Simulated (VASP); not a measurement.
# TePb (Fm-3m) in VASP: a series of runs

The runs below take TePb through single point, with PBE.

Everything below comes from runs of VASP 6.6.1. Logs are shortened: lines on timing, memory, paths and dates and some standing lists are left out, and cuts for length are marked.

**1. The crystal as given**

Symmetry: Fm-3m, No. 225, cubic system. The conventional cell has a = 6.462 Å, b = 6.462 Å, c = 6.462 Å, α = 90.00°, β = 90.00°, γ = 90.00°. Pb (site symmetry m-3m) has 6 Te at 3.23 Å as nearest neighbours. Around Te (site symmetry m-3m) lie 6 Pb at 3.23 Å.

**2. Single point, PBE**

File INCAR:

```
SYSTEM = TePb
ADDGRID = .False.
ALGO = Normal
EDIFF = 1E-7
ENCUT = 340
GGA = PE
ISIF = 2
ISMEAR = 0
LASPH = .True.
LCHARG = .False.
LREAL = .False.
LWAVE = .False.
NELM = 100
PREC = Accurate
SIGMA = 0.05
```

File KPOINTS:

```
k-points
0
Gamma
  3 3 3
  0 0 0
```

File POSCAR:

```
TePb
1.0
    0.0000000000      3.2310000000      3.2310000000
    3.2310000000      0.0000000000      3.2310000000
    3.2310000000      3.2310000000      0.0000000000
Pb Te
1 1
Direct
   -0.0068530000      0.0005720000     -0.0056850000
    0.5279490000      0.4690950000      0.5208160000
```

Potentials or basis: VASP PAW PBE potentials, release 64 (Pb_d, Te).

Launch:

```bash
cat potpaw_PBE.64/Pb_d/POTCAR potpaw_PBE.64/Te/POTCAR > POTCAR
mpirun -np 1 vasp_std > vasp.out
```

OUTCAR:

```text
SYSTEM = TePb
   EDIFF = 1E-7
   ENCUT = 340
   GGA = PE
   ISIF = 2
   ISMEAR = 0
   LASPH = .True.
   LREAL = .False.
   NELM = 100
   PREC = Accurate

 Found     14 irreducible k-points:

 Following reciprocal coordinates:
            Coordinates               Weight
  0.000000  0.000000  0.000000      1.000000
  0.333333  0.000000  0.000000      2.000000
  0.000000  0.333333  0.000000      2.000000
  0.000000  0.000000  0.333333      2.000000
  0.333333  0.333333  0.333333      2.000000
  0.333333  0.333333  0.000000      2.000000
   k-points           NKPTS =     14   k-points in BZ     NKDIM =     14   number of bands    NBANDS=     14
   number of dos      NEDOS =    301   number of ions     NIONS =      2
   total plane-waves  NPLWV =  21952
   dimension x,y,z NGX =    28 NGY =   28 NGZ =   28
   dimension x,y,z NGXF=    56 NGYF=   56 NGZF=   56
   ions per type =               1   1
   NGX,Y,Z   is equivalent  to a cutoff of  10.19, 10.19, 10.19 a.u.
   NGXF,Y,Z  is equivalent  to a cutoff of  20.37, 20.37, 20.37 a.u.
 SYSTEM =  TePb
   PREC   = accura    normal or accurate (medium, high low for compatibility)
   ISTART =      0    job   : 0-new  1-cont  2-samecut
   ICHARG =      2    charge: 1-file 2-atom 10-const
   ISPIN  =      1    spin polarized calculation?
   LNONCOLLINEAR =      F non collinear calculations
   LSORBIT =      F    spin-orbit coupling
   LASPH  =      T    aspherical Exc in radial PAW
   ENCUT  =  340.0 eV  24.99 Ry    5.00 a.u.   6.87  6.87  6.87*2*pi/ulx,y,z
   NELM   =    100;   NELMIN=  2; NELMDL= -5     # of ELM steps
   EDIFF  = 0.1E-06   stopping-criterion for ELM
   LREAL  =      F    real-space projection
   EDIFFG = 0.1E-05   stopping-criterion for IOM
   NSW    =      0    number of steps for IOM
   IBRION =     -1    ionic relax: 0-MD 1-quasi-New 2-CG
   NFREE  =      0    steps in history (QN), initial steepest desc. (CG)
   ISIF   =      2    stress and relaxation
   ISYM   =      2    0-nonsym 1-usesym 2-fastsym
   POTIM  = 0.5000    time-step for ionic-motion
   TEBEG  =    0.0;   TEEND  =   0.0 temperature during run
   PSTRESS=    0.0 pullay stress
   NELECT =      20.0000    total number of electrons
   NUPDOWN=      -1.0000    fix difference up-down
   EMIN   =  10.00;   EMAX   =-10.00  energy-range for DOS
   EFERMI =   0.00;   METHOD = LEGACY
   ISMEAR =     0;   SIGMA  =   0.05  broadening in eV -4-tet -1-fermi 0-gaus
   EFERMI_NEDOS =   21; number of points for ismear=-14 and -15
   IALGO  =     38    algorithm
   IMIX   =      4    mixing-type and parameters
     AMIX     =   0.40;   BMIX     =  1.00
     AMIX_MAG =   1.60;   BMIX_MAG =  1.00
  volume/ion in A,a.u.               =      33.73       227.62
  Fermi-wavevector in a.u.,A,eV,Ry     =   1.091619  2.062861 16.213147  1.191633
  Thomas-Fermi vector in A             =   2.227868
   LORBIT       =      0    0 simple, 1 ext, 2 COOP (PROOUT), +10 PAW based schemes
   GGA     = PE    functional components
   LHFCALC =     F    Hartree Fock is set to
   AEXX    =    0.0000 exact exchange contribution
   IVDW    =     0    specifies the selected vdW correction
   LEPSILON=     F    determine dielectric tensor
   LRPA    =     F    only Hartree local field effects (RPA)
 non-spin polarized calculation
 Gauss-broadening in eV      SIGMA  =   0.05
  energy-cutoff  :      340.00
  volume of cell :       67.46
 maximum number of plane-waves:       962
   NGX = 13   NGY = 13   NGZ = 13

 number of electron      19.9999999 magnetization

 Free energy of the ion-electron system (eV)
  ---------------------------------------------------
  ext. energy  EPLUGINS =         0.00000000
  ---------------------------------------------------
  free energy    TOTEN  =        -7.54133327 eV

  energy without entropy =       -7.54133327  energy(sigma->0) =       -7.54133327

 E-fermi :   5.5117     XC(G=0):  -9.2939

 val. band max:        5.2269353880   @ k =   0.0000   0.0000   0.3333
 cond. band min:       7.1026651843   @ k =   0.0000   0.0000   0.3333
 fundamental gap:      1.8757297963
 Fermi energy:         5.5117305764

 k-point     1 :       0.0000    0.0000    0.0000
  band No.  band energies     occupation
      1     -11.0563      2.00000
      2     -11.0538      2.00000
      3     -11.0446      2.00000
      4     -11.0409      2.00000
      5     -11.0409      2.00000
      6      -6.4387      2.00000
      7       0.0638      2.00000
      8       4.2032      2.00000
      9       4.2986      2.00000
     10       4.3002      2.00000
     11       9.5070      0.00000
     12       9.5098      0.00000
     13       9.7764      0.00000
     14      11.4238      0.00000

 k-point     2 :       0.3333    0.0000    0.0000
  band No.  band energies     occupation
      1     -11.0680      2.00000
      2     -11.0640      2.00000
      3     -11.0414      2.00000
      4     -11.0304      2.00000
      5     -11.0284      2.00000
      6      -5.5694      2.00000
      7      -2.0577      2.00000
      8       4.4369      2.00000
      9       4.5517      2.00000
     10       5.2137      2.00000
     11       7.1127      0.00000
     12       7.4746      0.00000
     13       7.6425      0.00000
     14      12.2009      0.00000

 k-point     3 :       0.0000    0.3333    0.0000
  band No.  band energies     occupation
      1     -11.0683      2.00000
      2     -11.0641      2.00000
      3     -11.0411      2.00000
      4     -11.0306      2.00000
      5     -11.0283      2.00000
      6      -5.5662      2.00000
      7      -2.0651      2.00000
      8       4.4381      2.00000
      9       4.5485      2.00000
     10       5.2195      2.00000
     11       7.1082      0.00000
     12       7.4828      0.00000
     13       7.6484      0.00000
     14      12.2014      0.00000

 k-point     4 :       0.0000    0.0000    0.3333
  band No.  band energies     occupation
      1     -11.0685      2.00000
      2     -11.0641      2.00000
      3     -11.0407      2.00000
      4     -11.0309      2.00000
      5     -11.0282      2.00000
      6      -5.5619      2.00000
      7      -2.0748      2.00000
      8       4.4420      2.00000
      9       4.5421      2.00000
     10       5.2269      2.00000
     11       7.1027      0.00000
     12       7.4934      0.00000
     13       7.6558      0.00000
     14      12.2022      0.00000

 k-point     5 :       0.3333    0.3333    0.3333
  band No.  band energies     occupation
      1     -11.0683      2.00000
      2     -11.0641      2.00000
      3     -11.0410      2.00000
      4     -11.0307      2.00000
      5     -11.0283      2.00000
      6      -5.5647      2.00000
      7      -2.0685      2.00000
      8       4.4391      2.00000
      9       4.5466      2.00000
     10       5.2221      2.00000
     11       7.1062      0.00000
     12       7.4865      0.00000
     13       7.6510      0.00000
     14      12.2017      0.00000

 k-point     6 :       0.3333    0.3333    0.0000
  band No.  band energies     occupation
      1     -11.0985      2.00000
      2     -11.0488      2.00000
      3     -11.0469      2.00000
      4     -11.0259      2.00000
      5     -11.0216      2.00000
      6      -5.3263      2.00000
      7      -1.5046      2.00000
      8       2.5910      2.00000
      9       3.1572      2.00000
     10       3.2396      2.00000
     11       8.9746      0.00000
     12       9.9076      0.00000
     13      10.6655      0.00000
     14      10.7992      0.00000

 [... further k-points ...]

------------------------ aborting loop because EDIFF is reached ----------------------------------------

  FORCE on cell =-STRESS in cart. coord.  units (eV):
  Direction    XX          YY          ZZ          XY          YZ          ZX
  --------------------------------------------------------------------------------------
  -------------------------------------------------------------------------------------
  Total        0.6522036      1.4293673      0.6494046     -0.0012705      0.0007775     -0.0000427
  in kB       15.4900538     33.9479505     15.4235764     -0.0301738      0.0184666     -0.0010135
  external PRESSURE =      21.6205269 kB  Pullay stress =       0.0000000 kB

 VOLUME and BASIS-vectors are now :
 -----------------------------------------------------------------------------
  energy-cutoff  :      340.00
  volume of cell :       67.46
      direct lattice vectors                 reciprocal lattice vectors
     0.000000000  3.231000000  3.231000000    -0.154750851  0.154750851  0.154750851
     3.231000000  0.000000000  3.231000000     0.154750851 -0.154750851  0.154750851
     3.231000000  3.231000000  0.000000000     0.154750851  0.154750851 -0.154750851

 POSITION                                       TOTAL-FORCE (eV/Angst)
 -----------------------------------------------------------------------------------
      3.21448      6.42149      3.21071        -0.003464      0.123707      0.002095
      3.19840      3.38856      3.22145         0.003464     -0.123707     -0.002095
 -----------------------------------------------------------------------------------
    total drift:                               -0.000275      0.000137     -0.000250

  FREE ENERGIE OF THE ION-ELECTRON SYSTEM (eV)
  ---------------------------------------------------
  free  energy   TOTEN  =        -7.5413332687 eV

  energy  without entropy=       -7.5413332687  energy(sigma->0) =       -7.54133327
```

Wall time 8.9 s (1 thread of Intel Xeon Platinum 8488C (Sapphire Rapids), shared host); peak memory 0.15 GiB.

The run converged, but some of its settings lie outside the range that counts as converged, so its numbers aren't taken as properties of the crystal.

What came out:

| Quantity | Value |
| --- | --- |
| Free energy | -7.5413 eV |
| Pressure | 2.2 GPa |
| Largest force | 0.124 eV/Å |
| Band gap on the k mesh | 1.88 eV, direct |

Caveat: the k mesh is coarse (spacing up to 0.56 Å⁻¹), so the values aren't converged; spin-orbit coupling is left out, which as a rule narrows the gap of such compounds by several tenths of an eV; an odd mesh through Γ misses points on the zone boundary, where band edges often lie.

**3. Single point, PBE**

Edit INCAR of step 2 so:

```diff
@@ -4,3 +4,3 @@
 EDIFF = 1E-7
-ENCUT = 340
+ENCUT = 400
 GGA = PE
```

KPOINTS is that of step 2.

File POSCAR:

```
TePb
1.0
    0.0000000000      3.2310000000      3.2310000000
    3.2310000000      0.0000000000      3.2310000000
    3.2310000000      3.2310000000      0.0000000000
Pb Te
1 1
Direct
    0.0000000000      0.0000000000      0.0000000000
    0.5000000000      0.5000000000      0.5000000000
```

Potentials or basis: VASP PAW PBE potentials, release 64 (Pb_d, Te).

Launch:

```bash
cat potpaw_PBE.64/Pb_d/POTCAR potpaw_PBE.64/Te/POTCAR > POTCAR
mpirun -np 1 vasp_std > vasp.out
```

OUTCAR:

```text
SYSTEM = TePb
   EDIFF = 1E-7
   ENCUT = 400
   GGA = PE
   ISIF = 2
   ISMEAR = 0
   LASPH = .True.
   LREAL = .False.
   NELM = 100
   PREC = Accurate

 Found      4 irreducible k-points:

 Following reciprocal coordinates:
            Coordinates               Weight
  0.000000  0.000000  0.000000      1.000000
  0.333333  0.000000  0.000000      8.000000
  0.333333  0.333333  0.000000      6.000000
 -0.333333  0.333333  0.000000     12.000000
[... 144 lines left out ...]

  FORCE on cell =-STRESS in cart. coord.  units (eV):
  Direction    XX          YY          ZZ          XY          YZ          ZX
  --------------------------------------------------------------------------------------
  -------------------------------------------------------------------------------------
  Total        0.8552518      0.8552518      0.8552518      0.0000000      0.0000000     -0.0000000
  in kB       20.3125166     20.3125166     20.3125166      0.0000000      0.0000000     -0.0000000
  external PRESSURE =      20.3125166 kB  Pullay stress =       0.0000000 kB

 VOLUME and BASIS-vectors are now :
 -----------------------------------------------------------------------------
  energy-cutoff  :      400.00
  volume of cell :       67.46
      direct lattice vectors                 reciprocal lattice vectors
     0.000000000  3.231000000  3.231000000    -0.154750851  0.154750851  0.154750851
     3.231000000  0.000000000  3.231000000     0.154750851 -0.154750851  0.154750851
     3.231000000  3.231000000  0.000000000     0.154750851  0.154750851 -0.154750851

 POSITION                                       TOTAL-FORCE (eV/Angst)
 -----------------------------------------------------------------------------------
      0.00000      0.00000      0.00000        -0.000000     -0.000000     -0.000000
      3.23100      3.23100      3.23100         0.000000      0.000000      0.000000
 -----------------------------------------------------------------------------------
    total drift:                               -0.000000      0.000000      0.000000

  FREE ENERGIE OF THE ION-ELECTRON SYSTEM (eV)
  ---------------------------------------------------
  free  energy   TOTEN  =        -7.5493530620 eV

  energy  without entropy=       -7.5493530620  energy(sigma->0) =       -7.54935306
```

OSZICAR:

```text
N       E                     dE             d eps       ncg     rms          rms(c)
DAV:   1     0.148300134546E+03    0.14830E+03   -0.81226E+03   112   0.112E+03
DAV:   2     0.344305828917E+01   -0.14486E+03   -0.14338E+03   124   0.313E+02
DAV:   3    -0.737607224592E+01   -0.10819E+02   -0.10795E+02   142   0.928E+01
DAV:   4    -0.766004625071E+01   -0.28397E+00   -0.28393E+00   148   0.182E+01
DAV:   5    -0.766576491781E+01   -0.57187E-02   -0.57186E-02   148   0.219E+00    0.409E+00
DAV:   6    -0.754999620291E+01    0.11577E+00   -0.29775E-01   154   0.435E+00    0.255E+00
DAV:   7    -0.754785555941E+01    0.21406E-02   -0.86706E-02   132   0.165E+00    0.962E-01
DAV:   8    -0.754913899004E+01   -0.12834E-02   -0.90223E-03   136   0.106E+00    0.198E-01
DAV:   9    -0.754931197037E+01   -0.17298E-03   -0.79935E-04   152   0.280E-01    0.363E-02
DAV:  10    -0.754934001826E+01   -0.28048E-04   -0.79295E-05   124   0.720E-02    0.229E-02
DAV:  11    -0.754935311404E+01   -0.13096E-04   -0.30602E-05   120   0.361E-02    0.120E-02
DAV:  12    -0.754935315773E+01   -0.43693E-07   -0.23768E-06   142   0.979E-03    0.660E-03
DAV:  13    -0.754935291248E+01    0.24525E-06   -0.34362E-07   112   0.407E-03    0.142E-03
DAV:  14    -0.754935302860E+01   -0.11612E-06   -0.11631E-07    68   0.452E-03    0.139E-03
DAV:  15    -0.754935306202E+01   -0.33416E-07   -0.16140E-08    56   0.110E-03
   1 F= -.75493531E+01 E0= -.75493531E+01  d E =-.132262E-15
```

It took 6 s on 1 thread of Intel Xeon Platinum 8488C (Sapphire Rapids), shared host; peak memory 0.15 GiB.

These settings aren't checked as converged: the numbers below hold their error.

Results:

- Free energy: -7.5494 eV
- Pressure: 2.0 GPa

Caveat: the k mesh is coarse (spacing up to 0.56 Å⁻¹), so the values aren't converged; this odd mesh misses L, where the gap lies, so gap, dielectric constants and Born charges aren't listed.

**4. Single point, PBE**

INCAR is that of step 3.

KPOINTS is that of step 3.

File POSCAR:

```
TePb
1.0
    0.0000000000      3.2310000000      3.2310000000
    3.2310000000      0.0000000000      3.2310000000
    3.2310000000      3.2310000000      0.0000000000
Pb Te
1 1
Direct
   -0.0068530000      0.0005720000     -0.0056850000
    0.5279490000      0.4690950000      0.5208160000
```

Launch:

```bash
cat potpaw_PBE.64/Pb_d/POTCAR potpaw_PBE.64/Te/POTCAR > POTCAR
mpirun -np 1 vasp_std > vasp.out
```

Wall time 12 s (1 thread of Intel Xeon Platinum 8488C (Sapphire Rapids), shared host); peak memory 0.16 GiB.

These settings aren't checked as converged: the numbers below hold their error.

Results:

| Property | Result |
| --- | --- |
| Free energy | -7.5436 eV |
| Pressure | 2.4 GPa |
| Largest force | 0.124 eV/Å |
| Band gap on the k mesh | 1.88 eV, direct |

Caveat: the k mesh is coarse (spacing up to 0.56 Å⁻¹), so the values aren't converged; spin-orbit coupling is left out, which as a rule narrows the gap of such compounds by several tenths of an eV; an odd mesh through Γ misses points on the zone boundary, where band edges often lie.

**5. Single point, PBE**

Edit INCAR of step 4 so:

```diff
@@ -4,3 +4,3 @@
 EDIFF = 1E-7
-ENCUT = 400
+ENCUT = 460
 GGA = PE
```

KPOINTS is that of step 4.

File POSCAR:

```
TePb
1.0
    0.0000000000      3.2310000000      3.2310000000
    3.2310000000      0.0000000000      3.2310000000
    3.2310000000      3.2310000000      0.0000000000
Pb Te
1 1
Direct
    0.0000000000      0.0000000000      0.0000000000
    0.5000000000      0.5000000000      0.5000000000
```

Launch:

```bash
cat potpaw_PBE.64/Pb_d/POTCAR potpaw_PBE.64/Te/POTCAR > POTCAR
mpirun -np 1 vasp_std > vasp.out
```

It took 6.5 s on 1 thread of Intel Xeon Platinum 8488C (Sapphire Rapids), shared host; peak memory 0.17 GiB.

The run converged, but some of its settings lie outside the range that counts as converged, so its numbers aren't taken as properties of the crystal.

Results:

| Quantity | Value |
| --- | --- |
| Free energy | -7.5496 eV |
| Pressure | 2.1 GPa |

Caveat: the k mesh is coarse (spacing up to 0.56 Å⁻¹), so the values aren't converged; this odd mesh misses L, where the gap lies, so gap, dielectric constants and Born charges aren't listed.

**6. For comparison**

An earlier run on the cell as given: functional PBEsol; potentials or basis VASP PAW PBE potentials, release 64 (Pb_d, Te); cutoff 520 eV; k mesh 7 × 7 × 7; occupations fermi-dirac, width 0.05 eV; no spin polarisation.

- Pressure: -0.4 GPa
